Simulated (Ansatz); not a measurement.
The calculation used Ansatz, DFT PBE, scalar-relativistic, plane waves, PAW. All cells share a 420 eV cutoff and Γ-centred k meshes spaced at most about 0.3 Å⁻¹ (about 0.25 or finer for metals, 2π included). No spin polarisation in the final relaxations.

Temperature and zero-point effects are left out. All come from trial cells, and lower structures may exist.

Question: These unrelaxed guesses for Bi2H3 are each relaxed within their symmetry. Order them by the energy at which they end, lowest first.
1.

Space group P6/mmm (No. 191). a = 4.426 Å, b = 4.426 Å, c = 4.600 Å, α = 90.00°, β = 90.00°, γ = 120.00°
```tsv
atom	site	symmetry	x	y	z
Bi	2c	-6m2	0.3333	0.6667	0.0000
H	2d	-6m2	0.3333	0.6667	0.5000
H	1b	6/mmm	0.0000	0.0000	0.5000
```

2.

Space group Cmmm (No. 65). a = 4.787 Å, b = 5.771 Å, c = 5.121 Å, α = 90.00°, β = 90.00°, γ = 90.00°
```csv
atom,site,symmetry,x,y,z
Bi,2b,mmm,0.5000,0.0000,0.0000
Bi,2c,mmm,0.5000,0.0000,0.5000
H,4g,2mm,0.8635,0.0000,0.0000
H,2d,mmm,0.0000,0.0000,0.5000
```

Answer: 2 (ends in Cmmm, 0 meV/atom), 1 (ends in P6/mmm, 184 meV/atom). Even the lowest end lies +0.55 eV/atom against the elements.

Spin–orbit coupling, which can matter for Bi, is left out. H stands nearly free of neighbours here, and without spin polarisation the energy of such atoms comes out too high. With hydrogen, zero-point motion can shift such differences by 10 meV/atom or more. A magnetic state wasn't ruled out in cells without spin, among them Cmmm, P6/mmm. Cells relaxed within their symmetry can be saddle points. Some structure types and database cells were kept out of the candidates from the start, so a known form may be missing.
